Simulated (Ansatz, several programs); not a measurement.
Rocksalt YN, relaxed with PBE in Ansatz (plane waves, PAW): space group Fm-3m (No. 225), cubic; a = 4.906 Å in the conventional setting, 14.76 Å³ an atom. Y has 6 N at 2.45 Å; N has 6 Y at 2.45 Å. The cell was then scaled with its shape and fractional coordinates held. No spin polarisation and no zero-point or thermal motion.

| V (Å³/atom) | E (meV/atom) |
| --- | --- |
| 13.878 | 29.50 |
| 14.321 | 6.99 |
| 14.764 | 0.00 |
| 15.649 | 23.92 |

Problem. Pass a cubic E = c₀ + c₁u + c₂u² + c₃u³, with u = V − 14.653 Å³, through these points.

Solution. c₀ = 0.41, c₁ = -7.595, c₂ = 35.432, c₃ = -4.1261 (meV and Å³).

Problem. Where is the minimum, and what bulk modulus follows?

Solution. dE/du = 0 at u = +0.109, so V₀ = 14.76 Å³. B = V₀ d²E/dV² = 14.76 × (2c₂ + 6c₃u) = 14.76 × 68.159 = 1006 meV/Å³, and 1 meV/Å³ is 0.16022 GPa: 161 GPa. A third-order Birch-Murnaghan fit to all five points gives 14.76 Å³ and 160 GPa.

Problem. Predict the energy and the pressure at the withheld volume, 15.206 Å³.

Solution. With u = +0.553: E ≈ 6.35 meV and P = −dE/dV ≈ -4.46 GPa. The run gives 6.33 meV and, from its stress, -4.43 GPa.
